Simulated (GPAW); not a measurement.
# Ga: single point with PBEsol

Crystal: Ga.

```
CELL_PARAMETERS angstrom
1.38300 -4.02650 0.00000
1.38300 4.02650 0.00000
-0.11745 0.00000 3.32993
ATOMIC_POSITIONS crystal
Ga 0.11699 0.85684 0.74834
Ga 0.86667 0.13242 0.23663
```

This isn't the form of Ga at room conditions, which is orthorhombic.

The cell isn't the ideal one: atoms moved at random, drawn with an rms of 0.05 Å.

| Property | Result |
| --- | --- |
| Program | GPAW 26.7.0 |
| Task | single point |
| Functional | PBEsol |
| Potentials or basis | PAW data sets generated in the run's folder for this functional |
| Cutoff | 600 eV |
| Basis | pw |
| k mesh | 10 × 10 × 8 |
| Occupations | fermi-dirac, width 0.05 eV |
| Spin | no spin polarisation |
| Maxiter | 150 |

```
Pressure               : -1.5 GPa
Largest force          : 0.192 eV/Å
Band gap on the k mesh : none (metal or under the smearing width)
```

Forces on the atoms (eV/Å):
```
Ga   0.005 -0.176 -0.077
Ga  -0.005  0.176  0.077
```

Stress tensor (GPa, compression positive):
```
-0.61  0.00  0.46
 0.00 -1.28  0.13
 0.46  0.13 -2.48
```

Levels at points of the mesh, in eV from the Fermi level:
```csv
k point,band 1,band 2,band 3,band 4,band 5,band 6
"(0.00, 0.00, 0.00)",-11.22,-2.08,-1.63,1.66,5.42,9.69
"(0.00, 0.00, 0.50)",-7.90,-7.70,1.57,1.82,2.45,2.50
"(0.00, 0.50, 0.00)",-6.09,-5.08,-1.32,0.01,5.94,6.66
"(0.00, 0.50, 0.50)",-2.90,-2.76,-1.63,-1.60,1.68,2.35
"(0.50, 0.00, 0.00)",-6.13,-5.01,-1.37,0.03,5.74,6.64
"(0.50, 0.00, 0.50)",-2.95,-2.79,-1.72,-1.41,1.87,2.29
"(0.50, 0.50, 0.00)",-9.13,-8.57,3.99,4.62,5.86,6.09
"(0.50, 0.50, 0.50)",-6.13,-6.07,-4.42,-4.36,10.70,11.01
```

Wall time 60 s on 1 thread of Arm Neoverse V2, with other jobs on the host, peak memory 0.31 GiB.

Caveat: the program warned that so skewed a cell can give wrong results.
